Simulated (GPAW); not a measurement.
# GaAs (F-43m) in GPAW: further runs, part 2 of 2

GPAW 26.7.0. The steps go on from the part before.

**4. Band structure, PBEsol**

Input file run.py:

```python
from ase import Atoms
from ase.dft.bandgap import bandgap
from ase.io import write
from ase.units import GPa
from gpaw import GPAW, PW, setup_paths

setup_paths.insert(0, '.')

atoms = Atoms(['As', 'Ga'],
              cell=[[0.0, 2.82685, 2.82685],
                    [2.82685, 0.0, 2.82685],
                    [2.82685, 2.82685, 0.0]],
              scaled_positions=[[0.75, 0.75, 0.75],
                                [0.0, 0.0, 0.0]],
              pbc=True)

calc = GPAW(mode=PW(600),
            xc='PBEsol',
            kpts={'size': (8, 8, 8), 'gamma': True},
            occupations={'name': 'fermi-dirac', 'width': 0.05},
            nbands=11,
            convergence={'density': 1e-05, 'energy': 1e-05},
            maxiter=150,
            txt='gpaw.txt')
atoms.calc = calc
energy = atoms.get_potential_energy()
forces = atoms.get_forces()
stress = atoms.get_stress()
calc.write('gs.gpw')
write('result.traj', atoms)
print(f'Energy: {energy:.6f} eV')
print('Forces (eV/A):')
print(forces.round(4))
print('Stress (GPa):', (stress / GPa).round(3))
print('Fermi level:', round(calc.get_fermi_level(), 4), 'eV')
print(f'Gap: {bandgap(calc)[0]:.4f} eV, direct: {bandgap(calc, direct=True)[0]:.4f} eV')

path = atoms.cell.bandpath('GXWKGLUWLK,UX', npoints=60, eps=1e-4)
bs_calc = calc.fixed_density(kpts=path, symmetry='off', nbands=21,
                             convergence={'bands': 'CBM+6.0', 'eigenstates': 1e-6}, txt='bands.txt')
bs = bs_calc.band_structure()
bs.write('bs.json')
print(f'Gap on the path: {bandgap(bs_calc)[0]:.4f} eV')
```

Potentials or basis: PAW data sets generated in the run's folder for this functional, pw.

Command:

```sh
> gpaw-setup -f PBEsol As Ga
> OMP_NUM_THREADS=1 python run.py
```

gpaw.txt:

```text
__  _  _
 | _ |_)|_||  |
 |__||  | ||/\| - 26.7.0

Input parameters:
  mode=PW(ecut=600.0),
  convergence={'density': 1e-05, 'energy': 1e-05},
  kpts=MonkhorstPack(size=(8, 8, 8), gamma=True),
  maxiter=150,
  nbands=11,
  occupations=Occupations(name='fermi-dirac', width=0.05),
  xc=XC(name='PBEsol')

Diagonalizing LCAO Hamiltonian
Converting LCAO to pw mode

                    As

       Ga

Atoms  # Å, Bohr magnetons
|   | symbol |        x |        y |        z |    initial magnetic moments |
|---|--------|----------|----------|----------|-----------------------------|
| 0 |     As | 4.240275 | 4.240275 | 4.240275 | ( 0.0000,  0.0000,  0.0000) |
| 1 |     Ga | 0.000000 | 0.000000 | 0.000000 | ( 0.0000,  0.0000,  0.0000) |

Unit cell  # Å
| periodic |        x |        y |        z |  lengths |    angles |
|----------|----------|----------|----------|----------|-----------|
|      yes | 0.000000 | 2.826850 | 2.826850 | 3.997770 | 60.000000 |
|      yes | 2.826850 | 0.000000 | 2.826850 | 3.997770 | 60.000000 |
|      yes | 2.826850 | 2.826850 | 0.000000 | 3.997770 | 60.000000 |

Number of symmetries: 24
Symmetry operations  # r_c * U_cc + t_c -> r_c
|    | kind |            matrix            |
|----|------|------------------------------|
|  0 |  E   |  1, 0, 0,  0, 1, 0,  0, 0, 1 |
|  1 |  σ   |  1, 0, 0,  0, 0, 1,  0, 1, 0 |
|  2 |  σ   |  1, 0,-1,  0, 1,-1,  0, 0,-1 |
|  3 |  C3  |  1, 0,-1,  0, 0,-1,  0, 1,-1 |
|  4 |  C3  |  1,-1, 0,  0,-1, 1,  0,-1, 0 |
|  5 |  σ   |  1,-1, 0,  0,-1, 0,  0,-1, 1 |
|  6 |  σ   |  0, 1, 0,  1, 0, 0,  0, 0, 1 |
|  7 |  C3  |  0, 1, 0,  0, 0, 1,  1, 0, 0 |
|  8 |  C2  |  0, 1,-1,  1, 0,-1,  0, 0,-1 |
|  9 |  S4  |  0, 1,-1,  0, 0,-1,  1, 0,-1 |
| 10 |  C3  |  0, 0, 1,  1, 0, 0,  0, 1, 0 |
| 11 |  σ   |  0, 0, 1,  0, 1, 0,  1, 0, 0 |
| 12 |  S4  |  0, 0,-1,  1, 0,-1,  0, 1,-1 |
| 13 |  C3  |  0, 0,-1,  0, 1,-1,  1, 0,-1 |
| 14 |  S4  |  0,-1, 1,  1,-1, 0,  0,-1, 0 |
| 15 |  C2  |  0,-1, 1,  0,-1, 0,  1,-1, 0 |
| 16 |  C3  |  0,-1, 0,  1,-1, 0,  0,-1, 1 |
| 17 |  S4  |  0,-1, 0,  0,-1, 1,  1,-1, 0 |
| 18 |  S4  | -1, 1, 0, -1, 0, 1, -1, 0, 0 |
| 19 |  C3  | -1, 1, 0, -1, 0, 0, -1, 0, 1 |
| 20 |  C3  | -1, 0, 1, -1, 1, 0, -1, 0, 0 |
| 21 |  S4  | -1, 0, 1, -1, 0, 0, -1, 1, 0 |
| 22 |  σ   | -1, 0, 0, -1, 1, 0, -1, 0, 1 |
| 23 |  C2  | -1, 0, 0, -1, 0, 1, -1, 1, 0 |

BZ-sampling:
  Number of BZ points: 512
  Number of IBZ points: 29

  Monkhorst-Pack size: [8, 8, 8]
  Monkhorst-Pack shift: [0.0625, 0.0625, 0.0625]

K-points  # in reciprocal-cell coordinates
|     |                                coordinates |     weight |
|-----|--------------------------------------------|------------|
|   0 | (  0.00000000,   0.00000000,   0.00000000) | 0.00195312 |
|   1 | (  0.12500000,   0.12500000,   0.00000000) | 0.01171875 |
|   2 | (  0.12500000,   0.12500000,   0.12500000) | 0.01562500 |
|   3 | (  0.25000000,   0.12500000,   0.12500000) | 0.02343750 |
|   4 | (  0.25000000,   0.25000000,   0.00000000) | 0.01171875 |
|   5 | (  0.25000000,   0.25000000,   0.12500000) | 0.04687500 |
|   6 | (  0.25000000,   0.25000000,   0.25000000) | 0.01562500 |
|   7 | (  0.37500000,   0.25000000,  -0.37500000) | 0.04687500 |
|   8 | (  0.37500000,   0.25000000,   0.12500000) | 0.04687500 |
|   9 | (  0.37500000,   0.25000000,   0.25000000) | 0.04687500 |
| ... |                                            |            |
|  28 | (  0.50000000,   0.50000000,   0.50000000) | 0.00781250 |

Plane wave coefficients: 1540
Cutoff: 600.0 eV

Spin-components: 1 (collinear spins)
Bands:           11
Projectors:      10
Spin-degeneracy: 2
Datatype:        complex128

Parallelization:
  kpt:    1
  domain: 1
  band:   1

Density:
  Valence electrons: 8.0
  Components: 1
  Grid points: [24 24 24]
  Charge: 0.0  # |e|

Potential:
  Grid points: [24 24 24]

species:
  As:
    name:    Arsenic
    Z:       33.0
    valence: 5
    core:    28
    charge:  0.0  # [|e|]
    compensation charges:
      type: gauss
      rc: 0.33  # [Å]
      lmax: 2
    cutoffs:
      filter: 1.87  # [Å]
      core: 2.96  # [Å]
    projectors
    | kind |    occ | energy [eV] | rcut [Å] |
    |------|--------|-------------|----------|
    |   4s |  2.000 |     -14.495 |    1.058 |
    |   4p |  3.000 |      -5.197 |    1.058 |
    |    s |        |      12.716 |    1.058 |
    |    p |        |      22.014 |    1.058 |
    |    d |        |       0.000 |    1.058 |

    Using partial waves for As as LCAO basis

  Ga:
    name:    Gallium
    Z:       31.0
    valence: 3
    core:    28
    charge:  0.0  # [|e|]
    compensation charges:
      type: gauss
      rc: 0.37  # [Å]
      lmax: 2
    cutoffs:
      filter: 2.06  # [Å]
      core: 4.17  # [Å]
    projectors
    | kind |    occ | energy [eV] | rcut [Å] |
    |------|--------|-------------|----------|
    |   4s |  2.000 |      -8.959 |    1.164 |
    |   4p |  1.000 |      -2.572 |    1.164 |
    |    s |        |      18.252 |    1.164 |
    |    p |        |      24.640 |    1.164 |
    |    d |        |       0.000 |    1.164 |

    Using partial waves for Ga as LCAO basis

Reference energy: -114303.878473  # eV

eigensolver:
  PPCG
  Converge bands: occupied
  niter=2

density mixing:
  MSR1-Mixer
  Pratt-step length: 0.05
  Maximum mixing coefficient: 0.75
  Old densities: 10
  SVD Regularization: 0.005
  Good broyden scale: 1.0
  Trust region scale: 1.0
  Backstep threshold: 4.0
  History deletion threshold: 6.0
  Fourier metric: weight=20.0, sigma=0.015

occupation numbers:
  Fermi-Dirac:
    width: 0.0500  # eV

poisson solver:
  ecut: 4800.0  # eV

xc functional:
  name: PBEsol with 2 nearest neighbor stencil

convergence criteria:
- Maximum integral of absolute [dens]ity change: 1e-05 electrons / valence electron
- Maximum [total energy] change in last 3 cyles: 1e-05 eV / valence electron
- Maximum integral of absolute [eigenst]ate change: 4e-08 eV^2 / valence electron
maximum number of iterations: 150

SCF iterations
|iter     | |      energy | eigst |  dens |
|---------|-|-------------|-------|-------|
|iter:   1| |   -9.154585 | -0.67 |       |
|iter:   2| |   -9.136642 | -3.06 | -0.91 |
|iter:   3| |   -9.051428 | -2.29 | -0.94 |
|iter:   4| |   -9.051443 | -3.73 | -1.55 |
|iter:   5| |   -9.051512 | -4.80 | -2.10 |
|iter:   6| |   -9.051522c| -6.07 | -2.86 |
|iter:   7| |   -9.051522c| -7.47c| -3.59 |
|iter:   8| |   -9.051522c| -7.53c| -4.12 |
|iter:   9| |   -9.051522c| -8.60c| -5.45c|

Converged in 9 steps
Energy contributions relative to reference atoms: (reference = -114303.878473)

Energy contributions:
  Kinetic:          25.528347
  Coulomb:         -22.702370
  Zero:              0.012326
  External:          0.000000
  Xc:              -11.889813
  Entropy:          -0.000025
  Spinorbit:         0.000000
  ----------------------------
  Free energy:      -9.051535
  Extrapolated:     -9.051522

dipole moment: (-10.962240, -10.962240, -10.962240)  # |e|*Ang

Fermi level: 5.076
Eigenvalues  # (at kpt = [0.000, 0.000, 0.000])
| band index |      eig [eV] | occ [0-2] |
|------------|---------------|-----------|
|          0 |        -7.932 |     2.000 |
|          1 |         4.790 |     1.994 |
|          2 |         4.790 |     1.994 |
|          3 |         4.790 |     1.994 |
|          4 |         5.305 |     0.021 |
|          5 |         8.526 |     0.000 |
|          6 |         8.526 |     0.000 |
|          7 |         8.526 |     0.000 |
|          8 |        12.257 |     0.000 |
|          9 |        14.863 |     0.000 |
|         10 |        14.864 |     0.000 |

Gap: 0.515 eV
Transition (v -> c):
  (s=0, k=0, n=3, [0.00, 0.00, 0.00]) -> (s=0, k=0, n=4, [0.00, 0.00, 0.00])
No difference between direct/indirect transitions

Forces  # eV/Ang
|        x |        y |       z |
|----------|----------|---------|
| -0.00000 |  0.00000 | 0.00000 |  # As   0
|  0.00000 | -0.00000 | 0.00000 |  # Ga   1

Stress tensor  # eV/Ang^3
|         x |         y |         z |
|-----------|-----------|-----------|
| -0.008091 |  0.000000 | -0.000000 |
|  0.000000 | -0.008091 |  0.000000 |
| -0.000000 |  0.000000 | -0.008091 |

# Writing to gs.gpw (mode='')
```

Run time: 19 s. Hardware: 1 thread of Intel Xeon Platinum 8488C (Sapphire Rapids), shared host; peak memory 0.22 GiB.

What came out:

* Free energy: -9.0515 eV
* Pressure: 1.3 GPa
* Band gap on the k mesh: 0.51 eV, direct
* Band gap along the path: 0.51 eV, direct

Levels at the corners of the path, in eV from the valence-band top:
| point | band 1 | band 2 | band 3 | band 4 | band 5 | band 6 | band 7 | band 8 |
| --- | --- | --- | --- | --- | --- | --- | --- | --- |
| Γ | -12.72 | 0.00 | 0.00 | 0.00 | 0.51 | 3.74 | 3.74 | 3.74 |
| X | -10.36 | -6.81 | -2.68 | -2.68 | 1.36 | 1.60 | 10.18 | 10.18 |
| W | -10.31 | -6.61 | -3.58 | -3.36 | 4.65 | 4.65 | 5.40 | 5.98 |
| K | -10.40 | -6.62 | -3.90 | -2.26 | 1.89 | 4.61 | 7.94 | 8.08 |
| Γ | -12.72 | 0.00 | 0.00 | 0.00 | 0.51 | 3.74 | 3.74 | 3.74 |
| L | -11.08 | -6.65 | -1.14 | -1.14 | 0.97 | 4.62 | 4.62 | 7.62 |
| U | -10.40 | -6.62 | -3.90 | -2.26 | 1.89 | 4.61 | 7.94 | 8.08 |
| W | -10.31 | -6.61 | -3.58 | -3.36 | 4.65 | 4.65 | 5.40 | 5.98 |
| L | -11.08 | -6.65 | -1.14 | -1.14 | 0.97 | 4.62 | 4.62 | 7.62 |
| K | -10.40 | -6.62 | -3.90 | -2.26 | 1.89 | 4.61 | 7.94 | 8.08 |
| U | -10.40 | -6.62 | -3.90 | -2.26 | 1.89 | 4.61 | 7.94 | 8.08 |
| X | -10.36 | -6.81 | -2.68 | -2.68 | 1.36 | 1.60 | 10.18 | 10.18 |

**5. Band structure, PBEsol, spin-orbit coupling, no magnetisation**

Changes to run.py since step 4:

```diff
@@ -1 +1,2 @@
+import numpy as np
 from ase import Atoms
@@ -5,2 +6,3 @@
 from gpaw import GPAW, PW, setup_paths
+from gpaw.spinorbit import soc_eigenstates
 
@@ -43 +45,7 @@
 print(f'Gap on the path: {bandgap(bs_calc)[0]:.4f} eV')
+
+soc = soc_eigenstates(bs_calc, theta=90, phi=0)
+np.savetxt('soc_bands.dat', soc.eigenvalues(), fmt='%.4f')
+mesh = soc_eigenstates('gs.gpw', theta=90, phi=0)
+np.savetxt('soc_mesh.dat', mesh.eigenvalues(), fmt='%.4f')
+print('Fermi level with spin-orbit coupling:', round(mesh.fermi_level, 4), 'eV')
```

Command:

```sh
> gpaw-setup -f PBEsol As Ga
> OMP_NUM_THREADS=1 python run.py
```

Wall time 19 s (1 thread of Intel Xeon Platinum 8488C (Sapphire Rapids), shared host); peak memory 0.24 GiB.

Results (log left out):

```yaml
Free_energy: -9.0515 eV
Pressure: 1.3 GPa
Band_gap_on_the_k_mesh: 0.40 eV, direct
Band_gap_along_the_path: 0.40 eV, direct
```

Levels at the corners of the path, in eV from the valence-band top:
```
point  band 4  band 5  band 6  band 7  band 8  band 9  band 10  band 11  band 12  band 13
    Γ   -0.36    0.00    0.00    0.00    0.00    0.40     0.40     3.49     3.49     3.68
    X   -6.93   -2.84   -2.84   -2.76   -2.76    1.24     1.24     1.48     1.48    10.01
    W   -6.70   -3.77   -3.64   -3.50   -3.46    4.39     4.53     4.59     4.61     5.22
    K   -6.71   -4.05   -3.99   -2.38   -2.38    1.77     1.77     4.46     4.52     7.79
    Γ   -0.36    0.00    0.00    0.00    0.00    0.40     0.40     3.49     3.49     3.68
    L   -6.76   -1.37   -1.37   -1.15   -1.15    0.85     0.85     4.46     4.46     4.55
    U   -6.71   -4.05   -3.99   -2.38   -2.38    1.77     1.77     4.46     4.52     7.79
    W   -6.70   -3.77   -3.64   -3.50   -3.46    4.39     4.53     4.59     4.61     5.22
    L   -6.76   -1.37   -1.37   -1.15   -1.15    0.85     0.85     4.46     4.46     4.55
    K   -6.71   -4.05   -3.99   -2.38   -2.38    1.77     1.77     4.46     4.52     7.79
    U   -6.71   -4.05   -3.99   -2.38   -2.38    1.77     1.77     4.46     4.52     7.79
    X   -6.93   -2.84   -2.84   -2.76   -2.76    1.24     1.24     1.48     1.48    10.01
```

Caveat: spin-orbit coupling was added after a scalar SCF, so levels and gaps hold it while energy, forces, pressure and moments don't; this program's spin-orbit splittings come out too wide for heavy elements.

**6. Overview**

```csv
task,level,potentials or basis,spin,k mesh,cutoff (eV),smearing,response ecut,frequency,extrapolate,qp bands,integrate gamma,mesh quality,gap on the mesh (eV),pressure (GPa)
equation of state,r2SCAN,"GPAW PAW data sets (gpaw-data 1.2.1), pw",off,8 × 8 × 8,600,fermi-dirac 0.05 eV,-,-,-,-,-,not flagged,-,-
G0W0 quasiparticle levels,LDA,"the program's PAW data sets (release 1.2.1) made for this functional, pw",off,4 × 4 × 4,450,fermi-dirac 0.001 eV,250 eV,ppa,yes,2,WS,coarse,-,-
band structure,PBEsol,"PAW data sets generated in the run's folder for this functional, pw",off,8 × 8 × 8,600,fermi-dirac 0.05 eV,-,-,-,-,-,not flagged,0.51,1.3
band structure,PBEsol,"PAW data sets generated in the run's folder for this functional, pw","SOC, no magnetisation",8 × 8 × 8,600,fermi-dirac 0.05 eV,-,-,-,-,-,not flagged,0.40,1.3
```

Alike in all rows: cell as given.

Caveats: some runs use coarse meshes; the points scatter about the fit (some runs); the PAW data sets were made with another functional, which shifts forces and pressure a little (some runs); the quasiparticle gap is taken among the few k points that were corrected (some runs); the long-wavelength limit can be off by a per cent or two (some runs); spin-orbit coupling was added after a scalar SCF, so levels and gaps hold it while energy, forces, pressure and moments don't (some runs); this program's spin-orbit splittings come out too wide for heavy elements (some runs).

Total energies depend on the potentials used, so only differences within one code and one set of settings carry meaning.

**7. Comparison with measurements**

Step 4. A measured gap of GaAs is 1.412 eV (direct; 300 K; “Evidence of valence band perturbations in GaAsN/GaAs(001): A combined variable-angle spectroscopic ellipsometry and modulated photoreflectance investigation”, 2008, arxiv:0805.2212); the calculated 0.51 eV misses it by -0.90 eV. 3 values of this kind are on record (1.412 to 1.51 eV); this one was drawn at random among those near their median, those with a stated uncertainty first. Spin-orbit coupling on As, Ga is left out. The value is that of PBEsol, without temperature or zero-point motion. Semilocal functionals fall short of measured gaps as a rule.

Step 5. Against the measured gap of GaAs, 1.412 eV (direct; 300 K; “Evidence of valence band perturbations in GaAsN/GaAs(001): A combined variable-angle spectroscopic ellipsometry and modulated photoreflectance investigation”, 2008, arxiv:0805.2212), the calculated 0.40 eV is off by -1.02 eV. So large a miss can be the level of theory's own, or it may mean another phase, state or a wrong row. 3 values of this kind are on record (1.412 to 1.51 eV); this one was drawn at random among those near their median, those with a stated uncertainty first. The value is that of PBEsol, without temperature or zero-point motion. Semilocal functionals fall short of measured gaps as a rule.
